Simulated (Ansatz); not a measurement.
**Li4F: balancing the decomposition**

All numbers below come from Ansatz, DFT PBE, scalar-relativistic, plane waves, PAW. All cells share a 420 eV cutoff and Γ-centred k meshes spaced at most about 0.3 Å⁻¹ (about 0.25 or finer for metals, 2π included). No spin polarisation.

The zero of energy is the elements' standard structures at the same level (F₂ as a molecule); no fitted shifts are applied.

All energies are static (0 K, no zero-point motion).

A trial structure of Li4F (reached from: ordered vacancies on the anion sites of antifluorite; relaxed: space group P4/mmm (No. 123), a = 3.774 Å, c = 5.354 Å) has a formation energy of -0.840 eV/atom. At its composition the lowest mixture among the elements and 1 reference phase computed alike (others may be missing) consists of these:

```json
{"phase": "Li (solid)", "source": "element", "ΔE_f (eV/atom)": "-0.004"}
{"phase": "LiF (P6_3mc)", "source": "Materials Project", "ΔE_f (eV/atom)": "-2.953"}
```

The lowest database cell of Li (-0.004) lies slightly below the reference, hence the non-zero entry.

Task: Write the balanced decomposition and find its energy per atom, per formula unit and per mole of formula units.

Result: Balancing Li and F gives Li4F → 3 Li + LiF. The left side holds 5 atoms, and the products take 3/5 (Li) and 2/5 (LiF) of them. The mixture therefore lies at 3/5 × (-0.004) + 2/5 × (-2.953) = -1.184 eV/atom. The reaction energy is -1.184 − (-0.840) = -0.344 eV/atom. Times 5 atoms that is -1.720 eV per Li4F, and times 96.485 it is -166 kJ per mole of Li4F. Decomposition is downhill, so the trial structure is unstable against this mixture.
